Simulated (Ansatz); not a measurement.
The system is CaO.

```
CELL_PARAMETERS angstrom
0.00000 2.40356 2.40356
2.40356 0.00000 2.40356
2.40356 2.40356 0.00000
ATOMIC_POSITIONS crystal
Ca 0.00000 0.00000 0.00000
O 0.50000 0.50000 0.50000
```

The cell is a database's computed one.

Base run:

| Item | Value |
| --- | --- |
| Program | Ansatz 0.2.0 |
| Functional | LDA |
| Potentials or basis | all-electron LAPW, scalar-relativistic |
| Cutoff | 245 eV |
| Density cutoff | 981 eV |
| Basis error allowed | 0.001 eV/atom |
| k mesh | 10 × 10 × 10 |
| Occupations | fermi-dirac, width 0.05 eV |
| Spin | no spin polarisation |

Its results: band gap on the k mesh 3.48 eV, indirect (least direct gap 3.86 eV); pressure -7.0 GPa.

Question: The run is repeated on the same cell with these changes: functional from LDA to revPBE. What comes out?

Answer: Band gap on the k mesh 3.73 eV, indirect (least direct gap 4.11 eV); pressure 4.4 GPa.

revPBE binds less tightly than LDA, so the same cell stands under more pressure.

Not every run made on this cell is shown here.
